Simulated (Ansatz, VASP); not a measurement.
## Be in VASP and in Ansatz

INCAR

```
SYSTEM = Be
ALGO = Normal ; EDIFF = 1E-6
ENCUT = 520 ; GGA = PS
ISIF = 2 ; ISMEAR = 0
LASPH = .True. ; LCHARG = .True.
LELF = .True. ; LREAL = .False.
LVHAR = .True. ; LWAVE = .False.
NBANDS = 7 ; NELM = 80
PREC = Accurate ; SIGMA = 0.15
```

The input KPOINTS:

```
k-points
0
Gamma
  26 26 26
  0 0 0
```

The input POSCAR:

```
Be
1.0
   -1.2719177656      1.2719177656      1.2531209513
    1.2719177656     -1.2719177656      1.2531209513
    1.2719177656      1.2719177656     -1.2531209513
Be
1
Direct
    0.0000000000      0.0000000000      0.0000000000
```

Input for Ansatz:

```yaml
crystal:
  lattice:
    - [-1.2719177656, 1.2719177656, 1.2531209513]
    - [1.2719177656, -1.2719177656, 1.2531209513]
    - [1.2719177656, 1.2719177656, -1.2531209513]
  atoms:
    - { symbol: Be, position: [0.0, 0.0, 0.0] }
basis:
  ecutwfc: 420
kpoints:
  mp_grid: { grid: [26, 26, 26] }
hamiltonian:
  xc: pbesol
scf:
  occupations: { method: gaussian, width: 0.15 }
output:
  forces: true
  stress: true
  eigenvalues: true
```

Change from the starting cell: strain +0.015 along x and y, +0.000 along z, atoms carried along.

Alike in both runs: task single point; functional PBEsol; k mesh 26 × 26 × 26; occupations gaussian, width 0.15 eV; no spin polarisation.

```csv
,VASP,Ansatz
version,VASP 6.6.1,Ansatz 0.2.0
potentials or method,"VASP PAW PBE potentials, release 64 (Be)","scalar-relativistic, plane waves, PAW"
plane-wave cutoff (eV),520,420
valence electrons in the cell,2,2
```

```tsv
	VASP	Ansatz	Ansatz less VASP
gap on the k mesh at the Fermi level (eV)	none	none	-
pressure (GPa)	-5.0	-5.3	-0.34
largest component of the traceless stress (GPa)	1.20	1.19	-0.005
```

A gap of «none» marks a metal or a gap that the smearing closes.

Caveats: the PAW data sets were made with another functional, which shifts forces and pressure a little (VASP).
